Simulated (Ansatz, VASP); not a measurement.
# C (graphene, 1 layer): VASP beside Ansatz

One calculation is typed for both programs; each brings its own data sets. How far apart do they land? The structure shown is the end of the Ansatz relaxation below.

Main program and level: Ansatz 0.2.0; plane waves, with VASP 6.6.1 beside it; single point at PBE.

### 1. Starting point

The cell holds 2 atoms: 2 C. Cell: a = 2.467 Å, b = 2.467 Å, c = 22.000 Å, α = 90.0°, β = 90.0°, γ = 120.0°. Vacuum lies along c.

Coordinates:

```cif
data_structure
_symmetry_space_group_name_H-M 'P 1'
_symmetry_Int_Tables_number 1
_cell_length_a 2.4670
_cell_length_b 2.4670
_cell_length_c 22.0000
_cell_angle_alpha 90.000
_cell_angle_beta 90.000
_cell_angle_gamma 120.000
_cell_volume 115.96
loop_
_atom_site_label
_atom_site_type_symbol
_atom_site_fract_x
_atom_site_fract_y
_atom_site_fract_z
_atom_site_occupancy
C1 C 0.66667 0.33333 0.50000 1
C2 C 0.33333 0.66667 0.50000 1
```

### 2. Ansatz: relaxation, PBE

Ansatz runs on its default PAW (the set named soft_2) files.

This run makes the geometry at which the two programs are then compared.

Contents of input.yaml:

```yaml
crystal:
  lattice:
    - [2.467, 0.0, 0.0]
    - [-1.2335, 2.1364846711, 0.0]
    - [0.0, 0.0, 22.0]
  atoms:
    - { symbol: C, position: [0.6666666667, 0.3333333333, 0.5] }
    - { symbol: C, position: [0.3333333333, 0.6666666667, 0.5] }
kpoints:
  mp_grid: { grid: [12, 12, 1] }
hamiltonian:
  xc: pbe
scf:
  occupations: { method: fermi_dirac, width: 0.05 }
  convergence: { dr2_threshold: 1.0e-08 }
efield:
  axis: 3
  dipole_correction: true
  ramp_position: 0.97
  ramp_width: 0.04
relax:
  f_tol: 0.01
  cell: { fix: [c, alpha, beta] }
output:
  write_potential: true
  write_density: true
  volumetric_format: npy
```

Started as:

```bash
$ ansatz run input.yaml --threads 4 --pin off --max-ram 8192MiB --backend cpu --events-out ev --progress --plain --runs-dir out
```

Numbers of over 12 decimals in the logs are rounded to 6 here.

Output:

```text
Warning: relax.cell: scf.convergence.dr2_threshold = 1e-8 eV is looser than the 2e-10 eV advised for a relaxation that steers and ends on the stress (1e-10 eV for each atom of the cell: 2). What an SCF threshold leaves in a stress goes as its square root, and in the free energy as the threshold itself, and one threshold admits the most on a small cell: [figures from the program's tests cut] Set scf.convergence.dr2_threshold to 2e-10 eV or tighter. The threshold is an SCF's pass mark: one that does not reach it within its budget of iterations ends unconverged, or closes short of it on a stop that the run arms, and scf.convergence.dr2_threshold's page says what that costs each kind of run
Engine: ansatz 0.2.0, aarch64-unknown-linux-gnu
Pseudopotentials: kind: paw
Pseudopotential: C, paw, valence charge 4, recommended cutoff 420 eV (normal), C.paw.azcp
Functional definition: PBE
  parameter kappa = 0.804
  parameter beta = 0.066725
  exchange = pbe_x(kappa = kappa, mu = beta*pi^2/3)
  correlation = pbe_c(beta = beta)
Crystal: 2 atoms, lattice volume = 115.956 Å³
Basis set: ecut = 420 eV, 2179 PW (Γ), exchange–correlation on 36×36×300 points (8 copies of the dense FFT grid, shifted against one another)
Bands: 8, of which v1, the nominal top of the filled ones, is band 4 counted from 1 (3 counted from 0)
Symmetry: 12 space group operations
k-points: 19 of 144
Non-local potential: C, projectors of the file, l = 0: 2, l = 1: 2, l = 2: 1
PAW form: soft (Blöchl's): semilocal exchange-correlation on the pseudo side does not see the compensation charge
PAW one-centre angular grid: C, 110 points (default); XC on 64 Gauss nodes
Initial density: superposition of atomic densities (neutral atoms: chi_scale 0, normalization atom), corrected by the library's trained network
Initial wavefunctions: pseudopotential atomic-orbital guess
Functional: x = pbe(κ = 0.804, μ = 0.219515), c = pbe(β = 0.066725)
SCF iter   1: F=—  HF=-501.879931 eV  |F-HF|=—  |Δ(HF+E_count)|=         —  Δρ=1.64e-3  dr2=2.76e-3  ethr=1.77e-3  p=-0.000 e·Å  D=-4.78e-7 V/Å  ΔV_dip=0.00 eV  dr2_dipole=4.87e-12  V_vac-E_F(+/−)=4.35/4.35 eV  ⟨swp⟩=5.8  Hψ=1193  notcnv=0
efield: sawtooth ramp at fractional position 0.9700 (set: `efield.ramp_position`, or a place that a band, a saddle search or an elastic batch's reference lends), width 0.0400; the density the first Hamiltonian is built on has a dipole p = -0.000 e·Å; the dipole correction subtracts the counter field D = -4.78e-7 V/Å, which shifts the + side's vacuum level by +0.00 eV against the − side's; the planar-averaged density in the ramp window peaks in size at 4.2e-6 e/Å³
preconditioner: auto → LDOS  [metal: Δε(μ)=0.000 eV  Ē_g=16.212 eV  σ=0.050 eV  W_gap=0.00  n_scr=12 (ndim 8)  ℏωp=9.8 eV  f_vac=0.800  D(μ)=0.28/eV (n_scr^D=4)  β→1.0]
SCF iter   2: F=—  HF=-501.879956 eV  |F-HF|=—  |Δ(HF+E_count)|=   2.51e-5  Δρ=3.37e-4  dr2=1.07e-4  ethr=3.45e-5  p=0.000 e·Å  D=1.36e-5 V/Å  ΔV_dip=-0.00 eV  dr2_dipole=1.92e-10  V_vac-E_F(+/−)=4.23/4.23 eV  ⟨swp⟩=3.3  Hψ=519  notcnv=0
SCF iter   3: F=—  HF=-501.879976 eV  |F-HF|=—  |Δ(HF+E_count)|=   1.95e-5  Δρ=4.70e-5  dr2=1.91e-6  ethr=1.33e-6  p=0.000 e·Å  D=2.31e-6 V/Å  ΔV_dip=-0.00 eV  dr2_dipole=3.24e-12  V_vac-E_F(+/−)=4.25/4.25 eV  ⟨swp⟩=2.1  Hψ=301  notcnv=0
SCF iter   4: F=—  HF=-501.880008 eV  |F-HF|=—  |Δ(HF+E_count)|=   3.21e-5  Δρ=4.04e-6  dr2=7.70e-9  ethr=2.39e-8  p=0.000 e·Å  D=6.13e-7 V/Å  ΔV_dip=-0.00 eV  dr2_dipole=1.11e-13  V_vac-E_F(+/−)=4.25/4.25 eV  ⟨swp⟩=2.4  Hψ=288  notcnv=0
iter 5 did not close the SCF: its close was put off for the readings that it lacked (scf_convergence_deferred on its scf_iter line)
SCF iter   5: F=-501.880008 eV  HF=-501.880008 eV  |F-HF|=5.83e-9  |Δ(HF+E_count)|=   1.27e-7  Δρ=6.18e-7  dr2=1.77e-10  ethr=9.62e-11  p=0.000 e·Å  D=4.19e-7 V/Å  ΔV_dip=-0.00 eV  dr2_dipole=3.23e-14  V_vac-E_F(+/−)=4.25/4.25 eV  ⟨swp⟩=2.5  Hψ=237  notcnv=0
SCF iter   6: F=-501.880008 eV  HF=-501.880008 eV  |F-HF|=6.93e-11  |Δ(HF+E_count)|=   5.80e-9  Δρ=3.66e-8  dr2=1.10e-12  ethr=2.21e-12  p=0.000 e·Å  D=5.99e-7 V/Å  ΔV_dip=-0.00 eV  dr2_dipole=5.06e-14  V_vac-E_F(+/−)=4.25/4.25 eV  ⟨swp⟩=5.0  Hψ=749  notcnv=0
SCF 1 converged in 6 iterations: F = -501.880008 eV  dr2 = 1.10e-12
  greatest PAW one-centre occupation: 0.672 electrons in one spin orbital (limit 2), on the C atom at site 1 (counted from 0), in its partial waves of l = 0
relax step   1: F+E_penalty+E_count = -501.88000781 eV  Δ(F+E_penalty+E_count) = +0.000e0 eV  max|allowed force component| = 5.551e-16 eV/Å  Δτ_max = 0.0000 Å  P = -0.020 GPa  Ω = 115.956 Å³  fix = [c, alpha, beta]  reactions: c -0.003 GPa  (6 SCF iters, accepted)
Initial density: handed on by an earlier stage of this run
Initial wavefunctions: pseudopotential atomic-orbital guess (no wavefunctions were taken with the density)
iter 1 solved again at ethr=2.49e-7 eV; its pass at ethr=3.10e-3 eV (dr2=1.99e-5 eV) is discarded
SCF iter   1: F=—  HF=-501.879978 eV  |F-HF|=—  |Δ(HF+E_count)|=         —  Δρ=5.38e-7  dr2=1.18e-10  ethr=2.49e-7  p=0.000 e·Å  D=5.99e-7 V/Å  ΔV_dip=-0.00 eV  dr2_dipole=4.99e-15  V_vac-E_F(+/−)=4.25/4.25 eV  ⟨swp⟩=3.3  Hψ=1708  notcnv=0
efield: sawtooth ramp at fractional position 0.9700 (set: `efield.ramp_position`, or a place that a band, a saddle search or an elastic batch's reference lends), width 0.0400; the density the first Hamiltonian is built on has a dipole p = 0.000 e·Å; the dipole correction subtracts the counter field D = 5.99e-7 V/Å, which shifts the + side's vacuum level by -0.00 eV against the − side's; the planar-averaged density in the ramp window peaks in size at 4.3e-8 e/Å³
eigensolver tolerance schedule: the retry pair's looser diagonalisation over-reported the residual by 168439.95 of it (diagonalisation noise at an unbounded share of the residual, at the tolerance the schedule requests for it); recorded, not acted on — ethr = c·dr2/N_el stays at c = 1.0e-1
preconditioner: auto → LDOS  [metal: Δε(μ)=0.000 eV  Ē_g=16.157 eV  σ=0.050 eV  W_gap=0.00  n_scr=12 (ndim 8)  ℏωp=9.8 eV  f_vac=0.809  D(μ)=0.28/eV (n_scr^D=4)  β→1.0]
SCF iter   2: F=—  HF=-501.880008 eV  |F-HF|=—  |Δ(HF+E_count)|=   3.01e-5  Δρ=5.30e-7  dr2=1.14e-10  ethr=1.48e-12  p=0.000 e·Å  D=5.71e-7 V/Å  ΔV_dip=-0.00 eV  dr2_dipole=5.71e-16  V_vac-E_F(+/−)=4.25/4.25 eV  ⟨swp⟩=12.9  Hψ=1204  notcnv=0
SCF iter   3: F=-501.880008 eV  HF=-501.880008 eV  |F-HF|=1.03e-11  |Δ(HF+E_count)|=  1.16e-10  Δρ=2.55e-7  dr2=2.63e-11  ethr=1.43e-12  p=0.000 e·Å  D=5.55e-7 V/Å  ΔV_dip=-0.00 eV  dr2_dipole=3.67e-15  V_vac-E_F(+/−)=4.25/4.25 eV  ⟨swp⟩=5.0  Hψ=677  notcnv=0
SCF 2 converged in 3 iterations: F = -501.880008 eV  dr2 = 2.63e-11
relax step   2: F+E_penalty+E_count = -501.88000781 eV  Δ(F+E_penalty+E_count) = +1.592e-12 eV  max|allowed force component| = 4.811e-16 eV/Å  Δτ_max = 0.0000 Å  P = -0.020 GPa  Ω = 115.956 Å³  fix = [c, alpha, beta]  reactions: c -0.003 GPa  stress off target by 2.88e-2 GPa on what of the cell is left free  SCF on the basis re-selected at this cell (its energy is not comparable with the rows above)  (3 SCF iters)
basis re-selected at this cell: Δ(F+E_penalty+E_count) = +1.592e-12 eV, ΔP = +0.000 GPa vs the last step (what re-selecting the basis moved, of the pressure what is left beyond the Pulay correction that the steps carried, after the strain that the cell walked since its last selection, with what the two solves' SCF thresholds leave and, on support functions, any second-order correction that the steps lacked; it is no  [...]
SCF converged after 3 iterations
Free energy (F): -501.880008 eV
Harris-Foulkes:  -501.880008 eV  (|F-HF|=1.03e-11)
Internal energy: -501.878082 eV  (E = F + TS)
E sigma→0 (E₀):  -501.879045 eV
Entropy (-TS):   -0.001925 eV (-0.963 meV/atom)
Fermi energy:    -2.532575 eV
Dipole field:    D = 0.000000 V/Å  (p = 0.000000 e·Å, saw-weighted, corrected)
Work function:   Φ+ = 4.2481 eV   Φ− = 4.2481 eV
Levels:          The Fermi level and band energies are counted from a zero that moves with the ramp; work functions are not
--- Per-component energies (eV) ---
  E_band       = -93.418439
  E_kinetic    = 181.572144
  E_local      = -3642.808076  (includes V_loc(G=0)·N_el)
  E_nonlocal   = 54.560096
  E_hartree    = 1722.783452
  E_xc         = -95.903773
  E_vxc        = -118.719140  (∫ρ·V_xc dr)
  E_paw        = -198.674161  (= ΣΔE_a)
  E_vpaw       = -13.590302  (= ΣTr[D̂ρ^β])
  E_aug_tail   = 0.000015  (compensation charges beyond the density's cutoff)
  E_efield     = 0.000000  (sawtooth field / dipole correction)
  E_vefield    = -0.000001  (∫n·V_field dr)
  E_ewald      = 1476.592221
  E_smearing   = -0.001925  (= −TS)
  E_closure    = -0.000000  (closes the sum)
  Σ components = -501.880008   (vs F -501.880008, Δ=0.00e0)
--- Forces (eV/Å), atoms counted from 1 ---
  atom   1  C     -0.00000000     0.00000000    -0.00000000
  atom   2  C      0.00000000    -0.00000000    -0.00000000
  max |Σ_I F_I| component: 5.11e-9 eV/Å
--- Stress (GPa, compression-positive) ---
       -0.028842      -0.000000       0.000000
       -0.000000      -0.028842      -0.000000
       -0.000000      -0.000000      -0.003292
  P = ⅓ Tr σ = -0.0203 GPa (-0.203 kbar)
--- Band table (eV; the first three rows and the last of 19) ---
  k-point 0: bands = ["-22.0456", "-10.1454", "-5.5813", "-5.5813", "0.7313", "1.5092", "1.8187", "2.5364"]
  k-point 1: bands = ["-21.8819", "-9.9496", "-6.2329", "-5.9198", "0.9538", "1.7348", "2.0470", "2.7630"]
  k-point 2: bands = ["-21.3925", "-9.3673", "-7.8710", "-6.7126", "1.6212", "2.4102", "2.7321", "3.4419"]
  k-point 18: bands = ["-15.1349", "-15.1349", "-13.0929", "-2.5326", "-2.5326", "8.0799", "10.3307", "10.3307"]
--- Relaxed structure (1 steps of the walk, 1 accepted, 1 SCFs on fresh bases) ---
  F+E_penalty+E_count = -501.88000781 eV   max|allowed force component| = 4.811e-16 eV/Å   (the final SCF, on the basis selected at the relaxed cell)
  cell:  # Å, volume = 115.9556 Å³
    - [2.467000, 0.0, 0.0]
    - [-1.233500, 2.136485, 0.0]
    - [0.0, 0.0, 22.0]
  atoms:
    - { symbol: C, position: [0.666667, 0.333333, 0.5] }
    - { symbol: C, position: [0.333333, 0.666667, 0.5] }
```

### 3. VASP: single point, PBE

The same cell, functional, mesh and smearing now go to VASP, with its own data sets.

Lines of VASP's logs that name or quote its potential files are left out, and so is its time.

Contents of INCAR:

```
SYSTEM = C
PREC = Accurate
ENCUT = 600
EDIFF = 1E-06
NELM = 120
ISMEAR = -1
SIGMA = 0.05
LREAL = .FALSE.
ALGO = Normal
GGA = PE
NBANDS = 10
LORBIT = 11
LWAVE = .FALSE.
LCHARG = .FALSE.
ISIF = 2
LDIPOL = .TRUE.
IDIPOL = 3
DIPOL = 0.5 0.5 0.5
LVHAR = .TRUE.
LASPH = .TRUE.
GGA_COMPAT = .FALSE.
NELMDL = -8
```

Contents of POSCAR:

```
C
1.0
    2.4670000000      0.0000000000      0.0000000000
   -1.2335000000      2.1364846711      0.0000000000
    0.0000000000      0.0000000000     22.0000000000
C
2
Direct
    0.6666666667      0.3333333333      0.5000000000
    0.3333333333      0.6666666667      0.5000000000
```

Contents of KPOINTS:

```
Automatic mesh
0
Gamma
12 12 1
0 0 0
```

PAW data sets: C (PBE family, release 64).

Started as:

```bash
$ mpirun -np 1 vasp_std
```

Output:

```text
[banner, memory and clock lines left out]
running    1 mpi-ranks, on    1 nodes
 distrk:  each k-point on    1 cores,    1 groups
 distr:  one band on    1 cores,    1 groups

 POSCAR found type information on POSCAR C
 POSCAR found :  1 types and       2 ions
 LDA part: xc-table for (Slater+PW92), standard interpolation
 POSCAR, INCAR and KPOINTS ok, starting setup
 FFT: planning ... GRIDC
 FFT: planning ... GRID_SOFT
 FFT: planning ... GRID
 WAVECAR not read
 entering main loop
       N       E                     dE             d eps       ncg     rms          rms(c)
DAV:   1     0.656934785027E+02    0.65693E+02   -0.32940E+03   380   0.631E+02
DAV:   2    -0.125986655310E+02   -0.78292E+02   -0.61478E+02   520   0.118E+02
DAV:   3    -0.196023175871E+02   -0.70037E+01   -0.64865E+01   536   0.497E+01
DAV:   4    -0.197161585389E+02   -0.11384E+00   -0.11350E+00   630   0.589E+00
DAV:   5    -0.197177474803E+02   -0.15889E-02   -0.15888E-02   548   0.410E-01
DAV:   6    -0.197178092559E+02   -0.61776E-04   -0.61775E-04   596   0.472E-02
DAV:   7    -0.197178092864E+02   -0.30471E-07   -0.31571E-07   590   0.196E-03
DAV:   8    -0.197178092875E+02   -0.11216E-08   -0.64954E-09   578   0.179E-04    0.628E+00
DAV:   9    -0.188103894733E+02    0.90742E+00   -0.82517E-01   456   0.542E+00    0.369E+00
DAV:  10    -0.184607749040E+02    0.34961E+00   -0.11499E+00   510   0.627E+00    0.957E-01
DAV:  11    -0.184532480738E+02    0.75268E-02   -0.18472E-02   498   0.961E-01    0.107E-01
DAV:  12    -0.184518372033E+02    0.14109E-02   -0.94532E-04   558   0.175E-01    0.796E-02
DAV:  13    -0.184490284339E+02    0.28088E-02   -0.35757E-03   480   0.245E-01    0.620E-02
DAV:  14    -0.184496013575E+02   -0.57292E-03   -0.14211E-04   478   0.651E-02    0.621E-02
DAV:  15    -0.184499865514E+02   -0.38519E-03   -0.18114E-04   450   0.669E-02    0.293E-02
DAV:  16    -0.184506284860E+02   -0.64193E-03   -0.48592E-05   454   0.278E-02    0.135E-02
DAV:  17    -0.184510656180E+02   -0.43713E-03   -0.56775E-05   444   0.250E-02    0.757E-03
DAV:  18    -0.184511952065E+02   -0.12959E-03   -0.11155E-05   446   0.109E-02    0.304E-03
DAV:  19    -0.184512009425E+02   -0.57360E-05   -0.10581E-07   516   0.193E-03    0.168E-03
DAV:  20    -0.184512100091E+02   -0.90666E-05   -0.15814E-07   408   0.179E-03    0.327E-04
DAV:  21    -0.184512104671E+02   -0.45807E-06   -0.27450E-09   516   0.337E-04
   1 F= -.18451210E+02 E0= -.18450248E+02  d E =-.192541E-02
```

Parts of OUTCAR (step 3):

```text
ion  position               nearest neighbor table
   1  0.667  0.333  0.500-   2 1.42   2 1.42   2 1.42
   2  0.333  0.667  0.500-   1 1.42   1 1.42   1 1.42

  LATTYP: Found a hexagonal cell.
 ALAT       =     2.4670000000
 C/A-ratio  =     8.9177138225

 Subroutine GETGRP returns: Found 24 space group operations
 (whereof 24 operations were pure point group operations)

The static configuration has the point symmetry D_6h.

 Found     19 irreducible k-points:

   k-points           NKPTS =     19   k-points in BZ     NKDIM =     19   number of bands    NBANDS=     10

   dimension x,y,z NGX =    20 NGY =   20 NGZ =  180
   dimension x,y,z NGXF=    40 NGYF=   40 NGZF=  360

   ENCUT  =  600.0 eV  44.10 Ry    6.64 a.u.   4.93  4.93 43.94*2*pi/ulx,y,z

   NELECT =       8.0000    total number of electrons

 k-points in reciprocal lattice and weights: Automatic mesh
   0.00000000  0.00000000  0.00000000       0.007
   0.08333333  0.00000000  0.00000000       0.042
   0.16666667  0.00000000  0.00000000       0.042
   0.25000000  0.00000000  0.00000000       0.042
   0.33333333  0.00000000  0.00000000       0.042
   0.41666667 -0.00000000  0.00000000       0.042
   0.50000000  0.00000000  0.00000000       0.021
   0.08333333  0.08333333  0.00000000       0.042
   0.16666667  0.08333333  0.00000000       0.083
[...]
0.33333333  0.25000000  0.00000000       0.083
   0.33333333  0.33333333  0.00000000       0.014

 dipolmoment           0.000000      0.000000     -0.000000 electrons x Angstroem

 average (electrostatic) potential at core
       1 -58.3358       2 -58.3358

 E-fermi :  -2.8842

 k-point     1 :       0.0000    0.0000    0.0000
  band No.  band energies     occupation
      1     -22.3970      2.00000
      2     -10.4932      2.00000
      3      -5.9313      2.00000
      4      -5.9313      2.00000
      5       0.3820      0.00000
      6       1.1663      0.00000
      7       1.4519      0.00000
      8       2.1580      0.00000
      9       2.6046      0.00000
    ...

 k-point     2 :       0.0833    0.0000    0.0000
  band No.  band energies     occupation
      1     -22.2330      2.00000
      2     -10.2976      2.00000
      3      -6.5820      2.00000
      4      -6.2692      2.00000
      5       0.6045      0.00000
      6       1.3919      0.00000
      7       1.6803      0.00000
      8       2.3847      0.00000
      9       2.8309      0.00000
    ...

 k-point     3 :       0.1667    0.0000    0.0000
  band No.  band energies     occupation
      1     -21.7431      2.00000
      2      -9.7160      2.00000
      3      -8.2196      2.00000
      4      -7.0604      2.00000
      5       1.2719      0.00000
      6       2.0672      0.00000
      7       2.3654      0.00000
      8       3.0640      0.00000
      9       3.5095      0.00000
    ...

  Total       -0.0018668     -0.0018668     -0.0375496     -0.0000000     -0.0000000      0.0000000
  in kB       -0.0257934     -0.0257934     -0.5188297     -0.0000000     -0.0000000      0.0000000
  external PRESSURE =      -0.1901389 kB  Pullay stress =       0.0000000 kB

  energy-cutoff  :      600.00
  volume of cell :      115.96
      direct lattice vectors                 reciprocal lattice vectors
     2.467000000  0.000000000  0.000000000     0.405350628  0.234029294  0.000000000
    -1.233500000  2.136484671  0.000000000     0.000000000  0.468058589  0.000000000
     0.000000000  0.000000000 22.000000000     0.000000000  0.000000000  0.045454545

 POSITION                                       TOTAL-FORCE (eV/Angst)
 -----------------------------------------------------------------------------------
      1.23350      0.71216     11.00000         0.000000      0.000000     -0.000000
     -0.00000      1.42432     11.00000        -0.000000      0.000000      0.000000
 -----------------------------------------------------------------------------------
    total drift:                               -0.000000     -0.000000     -0.000000

  FREE ENERGIE OF THE ION-ELECTRON SYSTEM (eV)
  ---------------------------------------------------
  free  energy   TOTEN  =       -18.4512104671 eV

  energy  without entropy=      -18.4492850583  energy(sigma->0) =      -18.45024776

 vacuum level on the upper side and lower side of the slab         1.365         1.365

 total charge
# of ion       s       p       d       tot
------------------------------------------
    1        0.861   1.786   0.000   2.647
    2        0.861   1.786   0.000   2.647
--------------------------------------------------
tot          1.722   3.573   0.000   5.294

[... 3 further parts left out ...]
```

### 4. Side by side

Known differences besides the potentials themselves: the cutoff is 420 eV in Ansatz and 600 eV in VASP; Ansatz's pressure holds a Pulay correction, VASP's none. Total energies have different zeros and are not compared.

Both answers:

```tsv
quantity	Ansatz	VASP	difference
pressure (GPa)	-0.02	-0.02	0.00
work function, lower of the two faces (eV)	4.25	4.25	0.00
work function, higher of the two faces (eV)	4.25	4.25	0.00
```

With vacuum in the cell, a pressure given here is an average over mostly empty space and none of the material.

### 5. Summary of results

```json
{"difference in work function, lower of the two faces (single point, PBE)": "-0.0011 eV"}
```

The difference in work function, lower of the two faces is -0.0011 eV (single point, PBE). How closely two codes agree says nothing of how well the functional describes the real material.

[Lines on the potential files, build, host, timing and source positions are cut from VASP's logs without a mark.]

[Logs are printed without paths, hosts, clocks, repeated set-up lines and the standing remarks that a program may print on its own settings, such as how far it seeks lower states.]

[Hosts, paths, dates, database ids (printed as entryN), source tags and the programs' standing remarks are cut or masked in the printed files.]
